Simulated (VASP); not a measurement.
# AlNi (Pm-3m) in VASP: a series of runs

The runs below take AlNi through relaxation of cell and atoms, with PBEsol.

Program: VASP 6.6.1. These are calculated values, not measurements. Logs are shortened: lines on timing, memory, paths and dates and some standing lists are left out, and cuts for length are marked.

**1. Starting point**

It takes space group Pm-3m (No. 221, cubic). Conventional cell: a = 2.881 Å, b = 2.881 Å, c = 2.881 Å, α = 90.00°, β = 90.00°, γ = 90.00°. Around Al (site symmetry m-3m) lie 8 Ni at 2.50 Å. Ni (site symmetry m-3m) is surrounded by 8 Al at 2.50 Å.

**2. Relaxation of cell and atoms, PBEsol**

File INCAR:

```
SYSTEM = AlNi
PREC = Accurate ; ENCUT = 600
EDIFF = 1E-6 ; ISMEAR = 1
SIGMA = 0.1 ; LREAL = .False.
LASPH = .True. ; NELM = 80
ALGO = Normal ; ISIF = 3
LWAVE = .False. ; LCHARG = .False.
GGA = PS ; IBRION = 2
NSW = 90 ; EDIFFG = -0.01
```

File KPOINTS:

```
Automatic mesh
0
Gamma
  14 14 14
  0 0 0
```

File POSCAR:

```
AlNi
1.0
    2.8810000000      0.0000000000      0.0000000000
    0.0000000000      2.8810000000      0.0000000000
    0.0000000000      0.0000000000      2.8810000000
Al Ni
1 1
Direct
    0.0000000000      0.0000000000      0.0000000000
    0.5000000000      0.5000000000      0.5000000000
```

Potentials or basis: VASP PAW PBE potentials, release 64 (Al, Ni).

The run is started by

```console
> cat potpaw_PBE.64/Al/POTCAR potpaw_PBE.64/Ni/POTCAR > POTCAR
> mpirun -np 1 vasp_std > vasp.out
```

OUTCAR:

```text
SYSTEM = AlNi
   PREC = Accurate
   ENCUT = 600
   EDIFF = 1E-6
   ISMEAR = 1
   LREAL = .False.
   LASPH = .True.
   NELM = 80
   ISIF = 3
   GGA = PS
   IBRION = 2
   NSW = 90
   EDIFFG = -0.01

 ion  position               nearest neighbor table
   1  0.000  0.000  0.000-   2 2.50   2 2.50   2 2.50   2 2.50   2 2.50   2 2.50   2 2.50   2 2.50

   2  0.500  0.500  0.500-   1 2.50   1 2.50   1 2.50   1 2.50   1 2.50   1 2.50   1 2.50   1 2.50

  LATTYP: Found a simple cubic cell.
 ALAT       =     2.8810000000

  Lattice vectors:

 A1 = (   2.8810000000,   0.0000000000,   0.0000000000)
 A2 = (   0.0000000000,   2.8810000000,   0.0000000000)
 A3 = (   0.0000000000,   0.0000000000,   2.8810000000)

Analysis of symmetry for initial positions (statically):
=====================================================================
 Subroutine PRICEL returns:
 Original cell was already a primitive cell.

 Routine SETGRP: Setting up the symmetry group for a
 simple cubic supercell.

 Subroutine GETGRP returns: Found 48 space group operations
 (whereof 48 operations were pure point group operations)
 out of a pool of 48 trial point group operations.

The static configuration has the point symmetry O_h .

Analysis of symmetry for dynamics (positions and initial velocities):
=====================================================================
 Subroutine PRICEL returns:
 Original cell was already a primitive cell.

 Routine SETGRP: Setting up the symmetry group for a
 simple cubic supercell.

 Subroutine GETGRP returns: Found 48 space group operations
 (whereof 48 operations were pure point group operations)
 out of a pool of 48 trial point group operations.

The dynamic configuration has the point symmetry O_h .

 Subroutine INISYM returns: Found 48 space group operations
 (whereof 48 operations are pure point group operations),
 and found     1 'primitive' translations

----------------------------------------------------------------------------------------

                                     Primitive cell

  volume of cell :      23.9128

  direct lattice vectors                    reciprocal lattice vectors
     2.881000000  0.000000000  0.000000000     0.347101701  0.000000000  0.000000000
     0.000000000  2.881000000  0.000000000     0.000000000  0.347101701  0.000000000
     0.000000000  0.000000000  2.881000000     0.000000000  0.000000000  0.347101701

  length of vectors
     2.881000000  2.881000000  2.881000000     0.347101701  0.347101701  0.347101701

  position of ions in fractional coordinates (direct lattice)
     0.000000000  0.000000000  0.000000000
     0.500000000  0.500000000  0.500000000

  ion indices of the primitive-cell ions
   primitive index   ion index
                 1           1
                 2           2

----------------------------------------------------------------------------------------

 KPOINTS: Automatic mesh

Automatic generation of k-mesh.
 Grid dimensions read from file:
 generate k-points for:   14   14   14

 Generating k-lattice:

  Cartesian coordinates                     Fractional coordinates (reciprocal lattice)
     0.024792979  0.000000000  0.000000000     0.071428571  0.000000000  0.000000000
     0.000000000  0.024792979  0.000000000     0.000000000  0.071428571  0.000000000
     0.000000000  0.000000000  0.024792979     0.000000000  0.000000000  0.071428571

  Length of vectors
     0.024792979  0.024792979  0.024792979

  Shift w.r.t. Gamma in fractional coordinates (k-lattice)
     0.000000000  0.000000000  0.000000000

 Subroutine IBZKPT returns following result:
 ===========================================

 Found    120 irreducible k-points:

 Following reciprocal coordinates:
            Coordinates               Weight
  0.000000  0.000000  0.000000      1.000000
  0.071429  0.000000  0.000000      6.000000
  0.142857  0.000000  0.000000      6.000000
  0.214286  0.000000  0.000000      6.000000
  0.285714  0.000000  0.000000      6.000000
  0.357143  0.000000  0.000000      6.000000
[... 16 lines left out ...]
  0.285714  0.214286  0.000000     24.000000
  0.357143  0.214286  0.000000     24.000000
 [... further k-points ...]
   k-points           NKPTS =    120   k-points in BZ     NKDIM =    120   number of bands    NBANDS=     10
   number of dos      NEDOS =    301   number of ions     NIONS =      2
   total plane-waves  NPLWV =  13824
   dimension x,y,z NGX =    24 NGY =   24 NGZ =   24
   dimension x,y,z NGXF=    48 NGYF=   48 NGZF=   48
   ions per type =               1   1
   NGX,Y,Z   is equivalent  to a cutoff of  13.85, 13.85, 13.85 a.u.
   NGXF,Y,Z  is equivalent  to a cutoff of  27.70, 27.70, 27.70 a.u.
 SYSTEM =  AlNi
   PREC   = accura    normal or accurate (medium, high low for compatibility)
   ISTART =      0    job   : 0-new  1-cont  2-samecut
   ICHARG =      2    charge: 1-file 2-atom 10-const
   ISPIN  =      1    spin polarized calculation?
   LNONCOLLINEAR =      F non collinear calculations
   LSORBIT =      F    spin-orbit coupling
   LASPH  =      T    aspherical Exc in radial PAW
   ENCUT  =  600.0 eV  44.10 Ry    6.64 a.u.   5.75  5.75  5.75*2*pi/ulx,y,z
   NELM   =     80;   NELMIN=  2; NELMDL= -5     # of ELM steps
   EDIFF  = 0.1E-05   stopping-criterion for ELM
   LREAL  =      F    real-space projection
   EDIFFG = -.1E-01   stopping-criterion for IOM
   NSW    =     90    number of steps for IOM
   IBRION =      2    ionic relax: 0-MD 1-quasi-New 2-CG
   NFREE  =      1    steps in history (QN), initial steepest desc. (CG)
   ISIF   =      3    stress and relaxation
   ISYM   =      2    0-nonsym 1-usesym 2-fastsym
   POTIM  = 0.5000    time-step for ionic-motion
   TEBEG  =    0.0;   TEEND  =   0.0 temperature during run
   PSTRESS=    0.0 pullay stress
   NELECT =      13.0000    total number of electrons
   NUPDOWN=      -1.0000    fix difference up-down
   EMIN   =  10.00;   EMAX   =-10.00  energy-range for DOS
   EFERMI =   0.00;   METHOD = LEGACY
   ISMEAR =     1;   SIGMA  =   0.10  broadening in eV -4-tet -1-fermi 0-gaus
   EFERMI_NEDOS =   21; number of points for ismear=-14 and -15
   IALGO  =     38    algorithm
   IMIX   =      4    mixing-type and parameters
     AMIX     =   0.40;   BMIX     =  1.00
     AMIX_MAG =   1.60;   BMIX_MAG =  1.00
  volume/ion in A,a.u.               =      11.96        80.69
  Fermi-wavevector in a.u.,A,eV,Ry     =   1.336122  2.524904 24.289410  1.785221
  Thomas-Fermi vector in A             =   2.464773
   LORBIT       =      0    0 simple, 1 ext, 2 COOP (PROOUT), +10 PAW based schemes
   GGA     = PS    functional components
   LHFCALC =     F    Hartree Fock is set to
   AEXX    =    0.0000 exact exchange contribution
   IVDW    =     0    specifies the selected vdW correction
   LEPSILON=     F    determine dielectric tensor
   LRPA    =     F    only Hartree local field effects (RPA)
 conjugate gradient relaxation of ions
 non-spin polarized calculation
 Methfessel and Paxton  Order N= 1 SIGMA  =   0.10
  energy-cutoff  :      600.00
  volume of cell :       23.91
 maximum number of plane-waves:       840
 NGX is ok and might be reduce to    24
   NGX = 11   NGY = 11   NGZ = 11

--------------------------------------- Ionic step        1  -------------------------------------------

 number of electron      13.0000015 magnetization

 Free energy of the ion-electron system (eV)
  ---------------------------------------------------
  ext. energy  EPLUGINS =         0.00000000
  ---------------------------------------------------
  free energy    TOTEN  =       -11.58014091 eV

  energy without entropy =      -11.57982527  energy(sigma->0) =      -11.58003570

 E-fermi :   9.8630     XC(G=0): -12.1659

 val. band max:        9.8572755640   @ k =   0.3571   0.2143   0.0714
 cond. band min:       9.8638343493   @ k =   0.3571   0.1429   0.1429
 fundamental gap:      0.0065587853
 Fermi energy:         9.8629640656

 k-point     1 :       0.0000    0.0000    0.0000
  band No.  band energies     occupation
      1      -1.2340      2.00000
      2       6.6621      2.00000
      3       6.6621      2.00000
      4       8.3566      2.00000
      5       8.3566      2.00000
      6       8.3566      2.00000
      7      15.3935      0.00000
      8      15.3935      0.00000
      9      15.3935      0.00000
     10      18.0433      0.00000

 k-point     2 :       0.0714    0.0000    0.0000
  band No.  band energies     occupation
      1      -1.1400      2.00000
      2       6.6553      2.00000
      3       6.6842      2.00000
      4       8.3157      2.00000
      5       8.3157      2.00000
      6       8.3610      2.00000
      7      14.4204      0.00000
      8      15.5177      0.00000
      9      15.5177      0.00000
     10      18.0489      0.00000
[... 344 lines left out ...]
 POSITION                                       TOTAL-FORCE (eV/Angst)
 -----------------------------------------------------------------------------------
      0.00000      0.00000      0.00000         0.000000      0.000000      0.000000
      1.42431      1.42431      1.42431        -0.000000     -0.000000      0.000000
 -----------------------------------------------------------------------------------
    total drift:                                0.000000      0.000000     -0.000000

  FREE ENERGIE OF THE ION-ELECTRON SYSTEM (eV)
  ---------------------------------------------------
  free  energy   TOTEN  =       -11.5817575073 eV

  energy  without entropy=      -11.5812762844  energy(sigma->0) =      -11.58159710

--------------------------------------- Ionic step        3  -------------------------------------------

 number of electron      13.0000011 magnetization

 Free energy of the ion-electron system (eV)
  ---------------------------------------------------
  ext. energy  EPLUGINS =         0.00000000
  ---------------------------------------------------
  free energy    TOTEN  =       -11.58461843 eV

  energy without entropy =      -11.58420961  energy(sigma->0) =      -11.58448215

 E-fermi :  10.1158     XC(G=0): -12.2585

 val. band max:       10.1142041787   @ k =   0.3571   0.2143   0.0714
 cond. band min:      10.1223539892   @ k =   0.3571   0.1429   0.1429
 fundamental gap:      0.0081498105
 Fermi energy:        10.1158437781

 k-point     1 :       0.0000    0.0000    0.0000
  band No.  band energies     occupation
      1      -1.1214      2.00000
      2       6.8220      2.00000
      3       6.8220      2.00000
      4       8.5697      2.00000
      5       8.5697      2.00000
      6       8.5697      2.00000
      7      15.7269      0.00000
      8      15.7269      0.00000
      9      15.7269      0.00000
     10      18.3575      0.00000

 k-point     2 :       0.0714    0.0000    0.0000
  band No.  band energies     occupation
      1      -1.0261      2.00000
      2       6.8155      2.00000
      3       6.8447      2.00000
      4       8.5277      2.00000
      5       8.5277      2.00000
      6       8.5742      2.00000
      7      14.7390      0.00000
      8      15.8528      0.00000
      9      15.8528      0.00000
     10      18.3617      0.00000
[... 308 lines left out ...]
 POSITION                                       TOTAL-FORCE (eV/Angst)
 -----------------------------------------------------------------------------------
      0.00000      0.00000      0.00000         0.000000      0.000000      0.000000
      1.43140      1.43140      1.43140        -0.000000     -0.000000      0.000000
 -----------------------------------------------------------------------------------
    total drift:                                0.000000      0.000000     -0.000000

  FREE ENERGIE OF THE ION-ELECTRON SYSTEM (eV)
  ---------------------------------------------------
  free  energy   TOTEN  =       -11.5846184266 eV

  energy  without entropy=      -11.5842096078  energy(sigma->0) =      -11.58448215

 reached required accuracy - stopping structural energy minimisation
```

It took 18 s on 1 thread of Intel Xeon 6975P-C (Granite Rapids), shared host; peak memory 0.17 GiB.

Results:

* Free energy: -11.5846 eV
* Relaxed volume: 11.73 Å³/atom
* Relaxed cell: a = 2.863 Å, b = 2.863 Å, c = 2.863 Å, α = 90.00°, β = 90.00°, γ = 90.00°
* Space group after relaxing (to 0.05 Å): Pm-3m (No. 221)
* Energy gained by relaxing: 2.2 meV/atom
* Ionic steps: 3
* Pressure after relaxing: 0.0 GPa
* Band gap on the k mesh: none (metal or under the smearing width)

Step by step:
```tsv
step	energy change (eV)	largest force (eV/Å)	pressure (GPa)	volume (Å³)
1	0.0000	0.0000	-3.12	23.91
2	-0.0016	0.0000	2.72	23.12
3	-0.0045	0.0000	0.00	23.46
```

Final structure:
```
CELL_PARAMETERS angstrom
2.86280 0.00000 0.00000
0.00000 2.86280 0.00000
0.00000 0.00000 2.86280
ATOMIC_POSITIONS crystal
Al 0.00000 0.00000 0.00000
Ni 0.50000 0.50000 0.50000
```

Caveat: the PAW data sets were made with another functional, which shifts forces and pressure a little. Spin polarisation is off, so any magnetic state and its effect on volume and gap are missing.

**3. Relaxation of cell and atoms, PBEsol**

This run uses another cell than the first one, of 11.73 Å³/atom, 0.981 times its volume.

File INCAR:

```
SYSTEM = AlNi
PREC = Accurate ; ENCUT = 600
EDIFF = 1E-7 ; ISMEAR = 1
SIGMA = 0.1 ; LREAL = .False.
LASPH = .True. ; NELM = 80
ALGO = Normal ; ISIF = 3
LWAVE = .False. ; LCHARG = .False.
GGA = PS ; IBRION = 2
NSW = 90 ; EDIFFG = -0.005
```

KPOINTS is that of step 2.

File POSCAR:

```
AlNi                                    
1.0
    2.8627950284     -0.0000000000      0.0000000000
   -0.0000000000      2.8627950284     -0.0000000000
   -0.0000000000     -0.0000000000      2.8627950284
  Al              Ni            
     1     1
Direct
     0.0000000000000000    0.0000000000000000    0.0000000000000000
     0.5000000000000000    0.5000000000000000    0.5000000000000000
```

Potentials or basis: VASP PAW PBE potentials, release 64 (Al, Ni).

The run is started by

```console
> cat potpaw_PBE.64/Al/POTCAR potpaw_PBE.64/Ni/POTCAR > POTCAR
> mpirun -np 1 vasp_std > vasp.out
```

It took 8.7 s on 1 thread of Intel Xeon 6975P-C (Granite Rapids), shared host; peak memory 0.17 GiB.

The run converged. Its results:

* Free energy: -11.5845 eV
* Pressure after relaxing: 0.0 GPa
* Band gap on the k mesh: none (metal or under the smearing width)

Final structure:
```cif
data_structure
_symmetry_space_group_name_H-M 'P 1'
_symmetry_Int_Tables_number 1
_cell_length_a 2.8628
_cell_length_b 2.8628
_cell_length_c 2.8628
_cell_angle_alpha 90.000
_cell_angle_beta 90.000
_cell_angle_gamma 90.000
_cell_volume 23.46
loop_
_atom_site_label
_atom_site_type_symbol
_atom_site_fract_x
_atom_site_fract_y
_atom_site_fract_z
_atom_site_occupancy
Al1 Al 0.00000 0.00000 0.00000 1
Ni1 Ni 0.50000 0.50000 0.50000 1
```

Levels at points of the mesh, in eV from the Fermi level:
| k point | band 4 | band 5 | band 6 | band 7 | band 8 | band 9 | band 10 |
| --- | --- | --- | --- | --- | --- | --- | --- |
| (0.00, 0.00, 0.00) | -1.55 | -1.55 | -1.55 | 5.61 | 5.61 | 5.61 | 8.24 |
| (0.50, 0.00, 0.00) | -2.27 | -2.27 | -1.45 | -0.62 | 8.35 | 10.12 | 10.12 |
| (0.50, 0.50, 0.00) | -2.90 | -2.10 | -2.10 | -1.00 | 1.53 | 2.62 | 12.53 |
| (0.50, 0.50, 0.50) | -0.97 | -0.97 | 2.00 | 2.00 | 2.00 | 3.93 | 4.59 |

Caveat: the relaxation stopped at its first step, so nothing moved; the PAW data sets were made with another functional, which shifts forces and pressure a little. Spin polarisation is off, so any magnetic state and its effect on volume and gap are missing.
